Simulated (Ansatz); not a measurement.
**HfO2: energy along a strain**

HfO2, P4_2/nmc, a = 3.604 Å, c = 5.264 Å. This isn't the usual stable structure of the compound. Ansatz: PBE, PAW, 420 eV, Γ-centred 6×6×4 mesh on 6 atoms, Gaussian smearing 0.05 eV; no spin polarisation. Cell vectors (Å): 3.604 0.000 0.000; 0.000 3.604 0.000; 0.000 0.000 5.264. The cell is strained by x per cent times the pattern (1 0 0 0 0 0) in the order xx yy zz yz xz xy (engineering shears), with fractional coordinates held. y is the free energy over the start, V0 = 11.397 Å³/atom. Points with a strain past 8.5 % were computed too (5) and aren't used here.

```tsv
x (%)	y (meV/atom)
-7.50	106.70
-3.75	24.11
0.00	0.00
3.75	?
7.50	71.38
```

**Question.** Fit y = c2 x² + c3 x³ to the other rows, get the stiffness along the pattern, and predict the missing energy.

**Answer.** Least squares on the rows shown. y = 1.5822 x² − 0.041810 x³. The clamped-ion stiffness p·C·p = 2 × 15.82 eV × 160.2 / 11.397 Å³ = 445 GPa, which is C11 in these axes. At x = 3.75 the fit asked for gives 20.04 meV/atom. The run gave 19.62 meV/atom, so the fit is 0.42 meV/atom too high, 0.39 % of the span of the series, against an rms of 0.20 meV/atom on the fitted rows. With a term in x⁴ added, a fit to the same known rows (none to spare) predicts 19.69 meV/atom, so most of the miss is curvature that the known rows already hold.

Spin–orbit coupling is left out, which can shift energies with elements as heavy as these.

Cost: 10 runs of about 1.1 core-minutes in all, on Arm Neoverse V2 (shared hosts).